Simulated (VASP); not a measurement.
# SnO2 (Cassiterite) (P4_2/mnm) in VASP: notebook

One crystal, SnO2 (Cassiterite), is run at these levels: PBE; tasks: relaxation of cell and atoms.

All numbers are computed with VASP 6.6.1; they aren't measurements. Logs are shortened: lines on timing, memory, paths and dates and some standing lists are left out, and cuts for length are marked.

## 1. Starting point

Symmetry: P4_2/mnm, No. 136, tetragonal system. Conventional cell: a = 4.738 Å, b = 4.738 Å, c = 3.187 Å, α = 90.00°, β = 90.00°, γ = 90.00°. Around Sn (site symmetry mmm) lie 6 O at 2.05 to 2.06 Å. O (site symmetry m2m) has 3 Sn at 2.05 to 2.06 Å as nearest neighbours.

## 2. Relaxation of cell and atoms, PBE

INCAR reads:

```
  PREC = Accurate
  ENCUT = 300
  EDIFF = 1E-6
  ISMEAR = 0
  SIGMA = 0.03
  LREAL = F
  LASPH = T
  NELM = 80
  ALGO = Normal
  ISIF = 3
  LWAVE = F
  LCHARG = F
  GGA = PE
  IBRION = 2
  NSW = 90
  EDIFFG = -0.01
  KPAR = 2
```

KPOINTS reads:

```
Automatic mesh
0
Gamma
  3 3 4
```

POSCAR reads:

```
SnO2
1.0
    4.7380000000      0.0000000000      0.0000000000
    0.0000000000      4.7380000000      0.0000000000
    0.0000000000      0.0000000000      3.1865000000
Sn O
2 4
Direct
    0.0000000000      0.0000000000      0.0000000000
    0.5000000000      0.5000000000      0.5000000000
    0.3071000000      0.3071000000      0.0000000000
    0.1929000000      0.8071000000      0.5000000000
    0.6929000000      0.6929000000      0.0000000000
    0.8071000000      0.1929000000      0.5000000000
```

Potentials or basis: VASP PAW PBE potentials, release 64 (Sn_d, O_s).

On the command line:

```bash
cat potpaw_PBE.64/Sn_d/POTCAR potpaw_PBE.64/O_s/POTCAR > POTCAR
mpirun -np 2 vasp_std > vasp.out
```

OUTCAR:

```text
PREC = Accurate
   ENCUT = 300
   EDIFF = 1E-6
   ISMEAR = 0
   LREAL = F
   LASPH = T
   NELM = 80
   ISIF = 3
   GGA = PE
   IBRION = 2
   NSW = 90
   EDIFFG = -0.01

 ion  position               nearest neighbor table
   1  0.000  0.000  0.000-   4 2.05   6 2.05   4 2.05   6 2.05   5 2.06   3 2.06   2 3.71   2 3.71
                             2 3.71   2 3.71   2 3.71   2 3.71   2 3.71   2 3.71
   2  0.500  0.500  0.500-   3 2.05   5 2.05   3 2.05   5 2.05   4 2.06   6 2.06   1 3.71   1 3.71
                             1 3.71   1 3.71   1 3.71   1 3.71   1 3.71   1 3.71
   3  0.307  0.307  0.000-   2 2.05   2 2.05   1 2.06
   4  0.193  0.807  0.500-   1 2.05   1 2.05   2 2.06
   5  0.693  0.693  0.000-   2 2.05   2 2.05   1 2.06
   6  0.807  0.193  0.500-   1 2.05   1 2.05   2 2.06

  LATTYP: Found a simple tetragonal cell.
 ALAT       =     4.7380000000
 C/A-ratio  =     0.6725411566

  Lattice vectors:

 A1 = (   4.7380000000,   0.0000000000,   0.0000000000)
 A2 = (   0.0000000000,   4.7380000000,   0.0000000000)
 A3 = (   0.0000000000,   0.0000000000,   3.1865000000)

Analysis of symmetry for initial positions (statically):
=====================================================================
 Subroutine PRICEL returns:
 Original cell was already a primitive cell.

 Routine SETGRP: Setting up the symmetry group for a
 simple tetragonal supercell.

 Subroutine GETGRP returns: Found 16 space group operations
 (whereof  8 operations were pure point group operations)
 out of a pool of 16 trial point group operations.

The static configuration has the point symmetry D_2h.
 The point group associated with its full space group is D_4h.

Analysis of symmetry for dynamics (positions and initial velocities):
=====================================================================
 Subroutine PRICEL returns:
 Original cell was already a primitive cell.

 Routine SETGRP: Setting up the symmetry group for a
 simple tetragonal supercell.

 Subroutine GETGRP returns: Found 16 space group operations
 (whereof  8 operations were pure point group operations)
 out of a pool of 16 trial point group operations.

The dynamic configuration has the point symmetry D_2h.
 The point group associated with its full space group is D_4h.

 Subroutine INISYM returns: Found 16 space group operations
 (whereof  8 operations are pure point group operations),
 and found     1 'primitive' translations

----------------------------------------------------------------------------------------

                                     Primitive cell

  volume of cell :      71.5326

  direct lattice vectors                    reciprocal lattice vectors
     4.738000000  0.000000000  0.000000000     0.211059519  0.000000000  0.000000000
     0.000000000  4.738000000  0.000000000     0.000000000  0.211059519  0.000000000
     0.000000000  0.000000000  3.186500000     0.000000000  0.000000000  0.313823945

  length of vectors
     4.738000000  4.738000000  3.186500000     0.211059519  0.211059519  0.313823945

  position of ions in fractional coordinates (direct lattice)
     0.000000000  0.000000000  0.000000000
     0.500000000  0.500000000  0.500000000
     0.307100000  0.307100000  0.000000000
     0.192900000  0.807100000  0.500000000
     0.692900000  0.692900000  0.000000000
     0.807100000  0.192900000  0.500000000

  ion indices of the primitive-cell ions
   primitive index   ion index
                 1           1
                 2           2
                 3           3
                 4           4
                 5           5
                 6           6

----------------------------------------------------------------------------------------

 KPOINTS: Automatic mesh

Automatic generation of k-mesh.
 Grid dimensions read from file:
 generate k-points for:    3    3    4

 Generating k-lattice:

  Cartesian coordinates                     Fractional coordinates (reciprocal lattice)
     0.070353173  0.000000000  0.000000000     0.333333333  0.000000000  0.000000000
     0.000000000  0.070353173  0.000000000     0.000000000  0.333333333  0.000000000
     0.000000000  0.000000000  0.078455986     0.000000000  0.000000000  0.250000000

  Length of vectors
     0.070353173  0.070353173  0.078455986

  Shift w.r.t. Gamma in fractional coordinates (k-lattice)
     0.000000000  0.000000000  0.000000000

 Subroutine IBZKPT returns following result:
 ===========================================

 Found      9 irreducible k-points:

 Following reciprocal coordinates:
            Coordinates               Weight
  0.000000  0.000000  0.000000      1.000000
  0.333333  0.000000  0.000000      4.000000
  0.333333  0.333333  0.000000      4.000000
  0.000000  0.000000  0.250000      2.000000
  0.333333  0.000000  0.250000      8.000000
  0.333333  0.333333  0.250000      8.000000
  0.000000  0.000000  0.500000      1.000000
  0.333333  0.000000  0.500000      4.000000
  0.333333  0.333333  0.500000      4.000000
   k-points           NKPTS =      9   k-points in BZ     NKDIM =      9   number of bands    NBANDS=     31
   number of dos      NEDOS =    301   number of ions     NIONS =      6
   total plane-waves  NPLWV =  14112
   dimension x,y,z NGX =    28 NGY =   28 NGZ =   18
   dimension x,y,z NGXF=    56 NGYF=   56 NGZF=   36
   ions per type =               2   4
   NGX,Y,Z   is equivalent  to a cutoff of   9.82,  9.82,  9.39 a.u.
   NGXF,Y,Z  is equivalent  to a cutoff of  19.65, 19.65, 18.78 a.u.
 SYSTEM =  unknown system
   PREC   = accura    normal or accurate (medium, high low for compatibility)
   ISTART =      0    job   : 0-new  1-cont  2-samecut
   ICHARG =      2    charge: 1-file 2-atom 10-const
   ISPIN  =      1    spin polarized calculation?
   LNONCOLLINEAR =      F non collinear calculations
   LSORBIT =      F    spin-orbit coupling
   LASPH  =      T    aspherical Exc in radial PAW
   ENCUT  =  300.0 eV  22.05 Ry    4.70 a.u.   6.69  6.69  4.50*2*pi/ulx,y,z
   NELM   =     80;   NELMIN=  2; NELMDL= -5     # of ELM steps
   EDIFF  = 0.1E-05   stopping-criterion for ELM
   LREAL  =      F    real-space projection
   EDIFFG = -.1E-01   stopping-criterion for IOM
   NSW    =     90    number of steps for IOM
   IBRION =      2    ionic relax: 0-MD 1-quasi-New 2-CG
   NFREE  =      1    steps in history (QN), initial steepest desc. (CG)
   ISIF   =      3    stress and relaxation
   ISYM   =      2    0-nonsym 1-usesym 2-fastsym
   POTIM  = 0.5000    time-step for ionic-motion
   TEBEG  =    0.0;   TEEND  =   0.0 temperature during run
   PSTRESS=    0.0 pullay stress
   NELECT =      52.0000    total number of electrons
   NUPDOWN=      -1.0000    fix difference up-down
   EMIN   =  10.00;   EMAX   =-10.00  energy-range for DOS
   EFERMI =   0.00;   METHOD = LEGACY
   ISMEAR =     0;   SIGMA  =   0.03  broadening in eV -4-tet -1-fermi 0-gaus
   EFERMI_NEDOS =   21; number of points for ismear=-14 and -15
   IALGO  =     38    algorithm
   IMIX   =      4    mixing-type and parameters
     AMIX     =   0.40;   BMIX     =  1.00
     AMIX_MAG =   1.60;   BMIX_MAG =  1.00
  volume/ion in A,a.u.               =      11.92        80.45
  Fermi-wavevector in a.u.,A,eV,Ry     =   1.472000  2.781677 29.480903  2.166785
  Thomas-Fermi vector in A             =   2.587068
   LORBIT       =      0    0 simple, 1 ext, 2 COOP (PROOUT), +10 PAW based schemes
   GGA     = PE    functional components
   LHFCALC =     F    Hartree Fock is set to
   AEXX    =    0.0000 exact exchange contribution
   IVDW    =     0    specifies the selected vdW correction
   LEPSILON=     F    determine dielectric tensor
   LRPA    =     F    only Hartree local field effects (RPA)
 conjugate gradient relaxation of ions
 non-spin polarized calculation
 Gauss-broadening in eV      SIGMA  =   0.03
  energy-cutoff  :      300.00
  volume of cell :       71.53
 maximum number of plane-waves:       860
 NGX is ok and might be reduce to    28
   NGX = 13   NGY = 13   NGZ =  9

--------------------------------------- Ionic step        1  -------------------------------------------

 number of electron      51.9999967 magnetization

 Free energy of the ion-electron system (eV)
  ---------------------------------------------------
  ext. energy  EPLUGINS =         0.00000000
  ---------------------------------------------------
  free energy    TOTEN  =       -37.10548536 eV

  energy without entropy =      -37.10548536  energy(sigma->0) =      -37.10548536

------------------------ aborting loop because EDIFF is reached ----------------------------------------

  FORCE on cell =-STRESS in cart. coord.  units (eV):
  Direction    XX          YY          ZZ          XY          YZ          ZX
  --------------------------------------------------------------------------------------
  -------------------------------------------------------------------------------------
  Total        3.8604358      3.8604358      5.5899150     -0.0000000      0.0000000      0.0000000
  in kB       86.4655047     86.4655047    125.2021388     -0.0000000      0.0000000      0.0000000
  external PRESSURE =      99.3777161 kB  Pullay stress =       0.0000000 kB
[... 145 lines left out ...]
  energy  without entropy=      -37.2008000549  energy(sigma->0) =      -37.20080005

--------------------------------------- Ionic step        5  -------------------------------------------

 number of electron      51.9999962 magnetization

 Free energy of the ion-electron system (eV)
  ---------------------------------------------------
  ext. energy  EPLUGINS =         0.00000000
  ---------------------------------------------------
  free energy    TOTEN  =       -37.20090258 eV

  energy without entropy =      -37.20090258  energy(sigma->0) =      -37.20090258

 E-fermi :   6.1270     XC(G=0): -11.0484

 val. band max:        5.9937012683   @ k =   0.0000   0.0000   0.0000
 cond. band min:       6.7599825377   @ k =   0.0000   0.0000   0.0000
 fundamental gap:      0.7662812694
 Fermi energy:         6.1269810804

 k-point     1 :       0.0000    0.0000    0.0000
  band No.  band energies     occupation
      1     -15.0499      2.00000
      2     -14.3444      2.00000
      3     -14.1493      2.00000
      4     -14.1223      2.00000
      5     -14.1223      2.00000
      6     -14.0607      2.00000
[... 328 lines left out ...]
  FREE ENERGIE OF THE ION-ELECTRON SYSTEM (eV)
  ---------------------------------------------------
  free  energy   TOTEN  =       -37.2009025820 eV

  energy  without entropy=      -37.2009025820  energy(sigma->0) =      -37.20090258

 reached required accuracy - stopping structural energy minimisation
```

Wall time 29 s (2 MPI ranks of AMD EPYC 7R13 (Zen 3), shared host); peak memory 0.1 GiB.

The run converged, but some of its settings lie outside the range that counts as converged, so its numbers aren't taken as properties of the crystal.

Results:

- Free energy: -37.2009 eV
- Relaxed volume: 12.42 Å³/atom
- Relaxed cell: a = 4.797 Å, b = 4.797 Å, c = 3.239 Å, α = 90.00°, β = 90.00°, γ = 90.00°
- Space group after relaxing (to 0.05 Å): P4_2/mnm (No. 136)
- Energy gained by relaxing: 15.9 meV/atom
- Ionic steps: 5
- Largest force after relaxing: 0.006 eV/Å
- Band gap on the k mesh: 0.77 eV, direct

Caveat: the k mesh is coarse (spacing up to 0.49 Å⁻¹), so the values aren't converged; the cutoff is under 1.25 times the usual one of these potentials, so pressure, stress and relaxed cells hold a basis-set (Pulay) error; spin-orbit coupling is left out, which moves the levels of the heavy elements.

(Continued in part 2 of 2.)
